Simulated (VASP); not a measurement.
# ZnS (F-43m) in VASP: a series of runs

One crystal, ZnS, is run at these levels: PBE; tasks: relaxation of cell and atoms.

Everything below comes from runs of VASP 6.6.1. Logs are shortened: lines on timing, memory, paths and dates and some standing lists are left out, and cuts for length are marked.

## 1. The crystal as given

It takes space group F-43m (No. 216, cubic). The conventional cell has a = 5.404 Å, b = 5.404 Å, c = 5.404 Å, α = 90.00°, β = 90.00°, γ = 90.00°. Around Zn (site symmetry -43m) lie 4 S at 2.34 Å. S (site symmetry -43m) is surrounded by 4 Zn at 2.34 Å.

## 2. Relaxation of cell and atoms, PBE

File INCAR:

```
ALGO = Normal
EDIFF = 1E-7
EDIFFG = -0.002
ENCUT = 520
GGA = PE
IBRION = 2
ISIF = 3
ISMEAR = 0
LASPH = True
LCHARG = False
LREAL = False
LWAVE = False
NELM = 100
NSW = 80
PREC = Accurate
SIGMA = 0.02
```

File KPOINTS:

```
k-points
0
Gamma
  6 6 6
```

File POSCAR:

```
ZnS
1.0
    0.0000000000      2.7020000000      2.7020000000
    2.7020000000      0.0000000000      2.7020000000
    2.7020000000      2.7020000000      0.0000000000
Zn S
1 1
Direct
    0.2500000000      0.2500000000      0.2500000000
    0.0000000000      0.0000000000      0.0000000000
```

Potentials or basis: VASP PAW PBE potentials, release 64 (Zn, S).

The run is started by

```bash
> cat potpaw_PBE.64/Zn/POTCAR potpaw_PBE.64/S/POTCAR > POTCAR
> mpirun -np 1 vasp_std > vasp.out
```

OUTCAR:

```text
EDIFF = 1E-7
   EDIFFG = -0.002
   ENCUT = 520
   GGA = PE
   IBRION = 2
   ISIF = 3
   ISMEAR = 0
   LASPH = True
   LREAL = False
   NELM = 100
   NSW = 80
   PREC = Accurate

 ion  position               nearest neighbor table
   1  0.250  0.250  0.250-   2 2.34   2 2.34   2 2.34   2 2.34
   2  0.000  0.000  0.000-   1 2.34   1 2.34   1 2.34   1 2.34

  LATTYP: Found a face centered cubic cell.
 ALAT       =     5.4040000000

  Lattice vectors:

 A1 = (   0.0000000000,   2.7020000000,   2.7020000000)
 A2 = (   2.7020000000,   0.0000000000,   2.7020000000)
 A3 = (   2.7020000000,   2.7020000000,   0.0000000000)

Analysis of symmetry for initial positions (statically):
=====================================================================
 Subroutine PRICEL returns:
 Original cell was already a primitive cell.

 Routine SETGRP: Setting up the symmetry group for a
 face centered cubic supercell.

 Subroutine GETGRP returns: Found 24 space group operations
 (whereof 24 operations were pure point group operations)
 out of a pool of 48 trial point group operations.

The static configuration has the point symmetry T_d .

Analysis of symmetry for dynamics (positions and initial velocities):
=====================================================================
 Subroutine PRICEL returns:
 Original cell was already a primitive cell.

 Routine SETGRP: Setting up the symmetry group for a
 face centered cubic supercell.

 Subroutine GETGRP returns: Found 24 space group operations
 (whereof 24 operations were pure point group operations)
 out of a pool of 48 trial point group operations.

The dynamic configuration has the point symmetry T_d .

 Subroutine INISYM returns: Found 24 space group operations
 (whereof 24 operations are pure point group operations),
 and found     1 'primitive' translations

----------------------------------------------------------------------------------------

                                     Primitive cell

  volume of cell :      39.4535

  direct lattice vectors                    reciprocal lattice vectors
     0.000000000  2.702000000  2.702000000    -0.185048113  0.185048113  0.185048113
     2.702000000  0.000000000  2.702000000     0.185048113 -0.185048113  0.185048113
     2.702000000  2.702000000  0.000000000     0.185048113  0.185048113 -0.185048113

  length of vectors
     3.821205046  3.821205046  3.821205046     0.320512733  0.320512733  0.320512733

  position of ions in fractional coordinates (direct lattice)
     0.250000000  0.250000000  0.250000000
     0.000000000  0.000000000  0.000000000

  ion indices of the primitive-cell ions
   primitive index   ion index
                 1           1
                 2           2

----------------------------------------------------------------------------------------

 KPOINTS: k-points

Automatic generation of k-mesh.
 Grid dimensions read from file:
 generate k-points for:    6    6    6

 Generating k-lattice:

  Cartesian coordinates                     Fractional coordinates (reciprocal lattice)
    -0.030841352  0.030841352  0.030841352     0.166666667  0.000000000  0.000000000
     0.030841352 -0.030841352  0.030841352     0.000000000  0.166666667  0.000000000
     0.030841352  0.030841352 -0.030841352     0.000000000  0.000000000  0.166666667

  Length of vectors
     0.053418789  0.053418789  0.053418789

  Shift w.r.t. Gamma in fractional coordinates (k-lattice)
     0.000000000  0.000000000  0.000000000

 Subroutine IBZKPT returns following result:
 ===========================================

 Found     16 irreducible k-points:

 Following reciprocal coordinates:
            Coordinates               Weight
  0.000000  0.000000  0.000000      1.000000
  0.166667  0.000000  0.000000      8.000000
  0.333333  0.000000  0.000000      8.000000
  0.500000  0.000000  0.000000      4.000000
  0.166667  0.166667  0.000000      6.000000
  0.333333  0.166667  0.000000     24.000000
[... 8 lines left out ...]
 -0.333333  0.333333  0.166667     24.000000
 -0.333333  0.500000  0.166667     12.000000
   k-points           NKPTS =     16   k-points in BZ     NKDIM =     16   number of bands    NBANDS=     13
   number of dos      NEDOS =    301   number of ions     NIONS =      2
   total plane-waves  NPLWV =  21952
   dimension x,y,z NGX =    28 NGY =   28 NGZ =   28
   dimension x,y,z NGXF=    56 NGYF=   56 NGZF=   56
   ions per type =               1   1
   NGX,Y,Z   is equivalent  to a cutoff of  12.18, 12.18, 12.18 a.u.
   NGXF,Y,Z  is equivalent  to a cutoff of  24.36, 24.36, 24.36 a.u.
 SYSTEM =  unknown system
   PREC   = accura    normal or accurate (medium, high low for compatibility)
   ISTART =      0    job   : 0-new  1-cont  2-samecut
   ICHARG =      2    charge: 1-file 2-atom 10-const
   ISPIN  =      1    spin polarized calculation?
   LNONCOLLINEAR =      F non collinear calculations
   LSORBIT =      F    spin-orbit coupling
   LASPH  =      T    aspherical Exc in radial PAW
   ENCUT  =  520.0 eV  38.22 Ry    6.18 a.u.   7.10  7.10  7.10*2*pi/ulx,y,z
   NELM   =    100;   NELMIN=  2; NELMDL= -5     # of ELM steps
   EDIFF  = 0.1E-06   stopping-criterion for ELM
   LREAL  =      F    real-space projection
   EDIFFG = -.2E-02   stopping-criterion for IOM
   NSW    =     80    number of steps for IOM
   IBRION =      2    ionic relax: 0-MD 1-quasi-New 2-CG
   NFREE  =      1    steps in history (QN), initial steepest desc. (CG)
   ISIF   =      3    stress and relaxation
   ISYM   =      2    0-nonsym 1-usesym 2-fastsym
   POTIM  = 0.5000    time-step for ionic-motion
   TEBEG  =    0.0;   TEEND  =   0.0 temperature during run
   PSTRESS=    0.0 pullay stress
   NELECT =      18.0000    total number of electrons
   NUPDOWN=      -1.0000    fix difference up-down
   EMIN   =  10.00;   EMAX   =-10.00  energy-range for DOS
   EFERMI =   0.00;   METHOD = LEGACY
   ISMEAR =     0;   SIGMA  =   0.02  broadening in eV -4-tet -1-fermi 0-gaus
   EFERMI_NEDOS =   21; number of points for ismear=-14 and -15
   IALGO  =     38    algorithm
   IMIX   =      4    mixing-type and parameters
     AMIX     =   0.40;   BMIX     =  1.00
     AMIX_MAG =   1.60;   BMIX_MAG =  1.00
  volume/ion in A,a.u.               =      19.73       133.12
  Fermi-wavevector in a.u.,A,eV,Ry     =   1.260290  2.381602 21.610537  1.588330
  Thomas-Fermi vector in A             =   2.393807
   LORBIT       =      0    0 simple, 1 ext, 2 COOP (PROOUT), +10 PAW based schemes
   GGA     = PE    functional components
   LHFCALC =     F    Hartree Fock is set to
   AEXX    =    0.0000 exact exchange contribution
   IVDW    =     0    specifies the selected vdW correction
   LEPSILON=     F    determine dielectric tensor
   LRPA    =     F    only Hartree local field effects (RPA)
 conjugate gradient relaxation of ions
 non-spin polarized calculation
 Gauss-broadening in eV      SIGMA  =   0.02
  energy-cutoff  :      520.00
  volume of cell :       39.45
 maximum number of plane-waves:      1073
   NGX = 15   NGY = 15   NGZ = 15

--------------------------------------- Ionic step        1  -------------------------------------------

 number of electron      18.0000000 magnetization

 Free energy of the ion-electron system (eV)
  ---------------------------------------------------
  ext. energy  EPLUGINS =         0.00000000
  ---------------------------------------------------
  free energy    TOTEN  =        -6.84419349 eV

  energy without entropy =       -6.84419349  energy(sigma->0) =       -6.84419349

------------------------ aborting loop because EDIFF is reached ----------------------------------------

  FORCE on cell =-STRESS in cart. coord.  units (eV):
  Direction    XX          YY          ZZ          XY          YZ          ZX
  --------------------------------------------------------------------------------------
  -------------------------------------------------------------------------------------
  Total        0.4370092      0.4370092      0.4370092     -0.0000000     -0.0000000      0.0000000
  in kB       17.7466009     17.7466009     17.7466009     -0.0000000     -0.0000000      0.0000000
  external PRESSURE =      17.7466009 kB  Pullay stress =       0.0000000 kB

 VOLUME and BASIS-vectors are now :
 -----------------------------------------------------------------------------
  energy-cutoff  :      520.00
  volume of cell :       39.45
      direct lattice vectors                 reciprocal lattice vectors
     0.000000000  2.702000000  2.702000000    -0.185048113  0.185048113  0.185048113
     2.702000000  0.000000000  2.702000000     0.185048113 -0.185048113  0.185048113
     2.702000000  2.702000000  0.000000000     0.185048113  0.185048113 -0.185048113

 POSITION                                       TOTAL-FORCE (eV/Angst)
 -----------------------------------------------------------------------------------
      1.35100      1.35100      1.35100         0.000000     -0.000000      0.000000
      0.00000      0.00000      0.00000        -0.000000      0.000000     -0.000000
 -----------------------------------------------------------------------------------
    total drift:                               -0.000001     -0.000001     -0.000001

  FREE ENERGIE OF THE ION-ELECTRON SYSTEM (eV)
  ---------------------------------------------------
  free  energy   TOTEN  =        -6.8441934932 eV
[... 17 lines left out ...]
 VOLUME and BASIS-vectors are now :
 -----------------------------------------------------------------------------
  energy-cutoff  :      520.00
  volume of cell :       40.71
      direct lattice vectors                 reciprocal lattice vectors
    -0.000000000  2.730482439  2.730482439    -0.183117823  0.183117823  0.183117823
     2.730482439 -0.000000000  2.730482439     0.183117823 -0.183117823  0.183117823
     2.730482439  2.730482439 -0.000000000     0.183117823  0.183117823 -0.183117823

 POSITION                                       TOTAL-FORCE (eV/Angst)
 -----------------------------------------------------------------------------------
      1.36524      1.36524      1.36524         0.000000      0.000000      0.000000
      2.73048     -0.00000      2.73048        -0.000000     -0.000000     -0.000000
 -----------------------------------------------------------------------------------
    total drift:                                0.000000      0.000000     -0.000000

  FREE ENERGIE OF THE ION-ELECTRON SYSTEM (eV)
  ---------------------------------------------------
  free  energy   TOTEN  =        -6.8489294067 eV

  energy  without entropy=       -6.8489294067  energy(sigma->0) =       -6.84892941

--------------------------------------- Ionic step        3  -------------------------------------------

 number of electron      17.9999987 magnetization

 Free energy of the ion-electron system (eV)
  ---------------------------------------------------
  ext. energy  EPLUGINS =         0.00000000
  ---------------------------------------------------
  free energy    TOTEN  =        -6.84939529 eV

  energy without entropy =       -6.84939529  energy(sigma->0) =       -6.84939529

 E-fermi :   2.0403     XC(G=0):  -9.5159

 val. band max:        1.8874408893   @ k =   0.0000   0.0000   0.0000
 cond. band min:       3.8960411225   @ k =   0.0000   0.0000   0.0000
 fundamental gap:      2.0086002331
 Fermi energy:         2.0402764899

 k-point     1 :       0.0000    0.0000    0.0000
  band No.  band energies     occupation
      1     -11.0877      2.00000
      2      -4.3605      2.00000
      3      -4.3605      2.00000
      4      -4.3605      2.00000
      5      -3.8907      2.00000
      6      -3.8907      2.00000
      7       1.8874      2.00000
      8       1.8874      2.00000
      9       1.8874      2.00000
     10       3.8960      0.00000
     11       8.2975      0.00000
     12       8.2975      0.00000
     13       8.2975      0.00000

 k-point     2 :       0.1667    0.0000    0.0000
  band No.  band energies     occupation
      1     -10.8938      2.00000
      2      -4.3499      2.00000
      3      -4.3270      2.00000
      4      -4.3270      2.00000
      5      -3.8924      2.00000
      6      -3.8924      2.00000
      7       0.2302      2.00000
      8       1.6519      2.00000
      9       1.6519      2.00000
     10       5.0150      0.00000
     11       8.2512      0.00000
     12       8.6875      0.00000
     13       8.6875      0.00000
[... 235 lines left out ...]
 VOLUME and BASIS-vectors are now :
 -----------------------------------------------------------------------------
  energy-cutoff  :      520.00
  volume of cell :       40.42
      direct lattice vectors                 reciprocal lattice vectors
    -0.000000000  2.723798582  2.723798582    -0.183567171  0.183567171  0.183567171
     2.723798582 -0.000000000  2.723798582     0.183567171 -0.183567171  0.183567171
     2.723798582  2.723798582 -0.000000000     0.183567171  0.183567171 -0.183567171

 POSITION                                       TOTAL-FORCE (eV/Angst)
 -----------------------------------------------------------------------------------
      1.36190      1.36190      1.36190         0.000000     -0.000000      0.000000
      0.00000      0.00000      0.00000        -0.000000      0.000000     -0.000000
 -----------------------------------------------------------------------------------
    total drift:                               -0.000000     -0.000000     -0.000000

  FREE ENERGIE OF THE ION-ELECTRON SYSTEM (eV)
  ---------------------------------------------------
  free  energy   TOTEN  =        -6.8493952859 eV

  energy  without entropy=       -6.8493952859  energy(sigma->0) =       -6.84939529

 reached required accuracy - stopping structural energy minimisation
```

It took 27 s on 1 thread of Intel Xeon Platinum 8259CL at 2.50GHz (Skylake/Cascade Lake), shared host; peak memory 0.16 GiB.

What came out:

* Free energy: -6.8494 eV
* Relaxed volume: 20.21 Å³/atom
* Relaxed cell: a = 3.852 Å, b = 3.852 Å, c = 3.852 Å, α = 60.00°, β = 60.00°, γ = 60.00°
* Space group after relaxing (to 0.05 Å): F-43m (No. 216)
* Energy gained by relaxing: 2.6 meV/atom
* Ionic steps: 3
* Pressure after relaxing: 0.0 GPa
* Band gap on the k mesh: 2.01 eV, direct

The path:
| step | energy change (eV) | largest force (eV/Å) | pressure (GPa) | volume (Å³) |
| --- | --- | --- | --- | --- |
| 1 | 0.0000 | 0.0000 | 1.77 | 39.45 |
| 2 | -0.0047 | 0.0000 | -0.49 | 40.71 |
| 3 | -0.0052 | 0.0000 | 0.00 | 40.42 |

Final structure:
```
CELL_PARAMETERS angstrom
0.00000 2.72380 2.72380
2.72380 0.00000 2.72380
2.72380 2.72380 0.00000
ATOMIC_POSITIONS crystal
Zn 0.25000 0.25000 0.25000
S 0.00000 0.00000 0.00000
```

Levels at points of the mesh, in eV from the valence-band top:
```csv
k point,band 5,band 6,band 7,band 8,band 9,band 10,band 11,band 12,band 13
"(0.00, 0.00, 0.00)",-5.78,-5.78,0.00,0.00,0.00,2.01,6.41,6.41,6.41
"(0.50, 0.00, 0.00)",-5.75,-5.58,-5.13,-0.83,-0.83,3.26,6.94,6.94,8.78
"(0.50, 0.50, 0.00)",-5.71,-5.57,-4.47,-2.13,-2.13,3.46,4.07,10.81,11.80
```

(Continued in part 2 of 2.)
